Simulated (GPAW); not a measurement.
CoSi, 8 atoms in the cell. The structure is cubic, space group P2_13 (No. 198). The conventional cell has a = 4.438 Å, b = 4.438 Å, c = 4.438 Å, α = 90.00°, β = 90.00°, γ = 90.00°. Around Co (site symmetry 3) lie 7 Si at 2.28 to 2.47 Å. Around Si (site symmetry 3) lie 7 Co at 2.28 to 2.47 Å. 

```yaml
Program: GPAW 26.7.0
Task: equation of state
Functional: RPBE
Dispersion: D3
Potentials_or_basis: the program's PAW data sets (release 1.2.1) made for this functional
Cutoff: 600 eV
Basis: pw
k_mesh: 4 × 4 × 4
Occupations: fermi-dirac, width 0.05 eV
Spin: collinear spin, ferromagnetic start
Starting_moments: "[2.0, 2.0, 2.0, 2.0, 0.0, 0.0, 0.0, 0.0] μB"
Maxiter: 150
Eos_scales: "[0.94, 0.96, 0.98, 1.0, 1.02, 1.04, 1.06]"
```

Potentials or basis: the program's PAW data sets (release 1.2.1) made for this functional, pw.

The run is started by

```console
$ OMP_NUM_THREADS=1 python run.py
```

Hardware: 1 thread of Intel(R) Xeon(R) Platinum 8488C (Sapphire Rapids), with other jobs on the host.

Task: Estimate the wall time of this run.

Result: Wall time 13 min on 1 thread of Intel(R) Xeon(R) Platinum 8488C (Sapphire Rapids), on a shared host, peak memory 0.55 GiB. Counts: scf iterations 141, plane waves 2826, bands 51, k points 14.
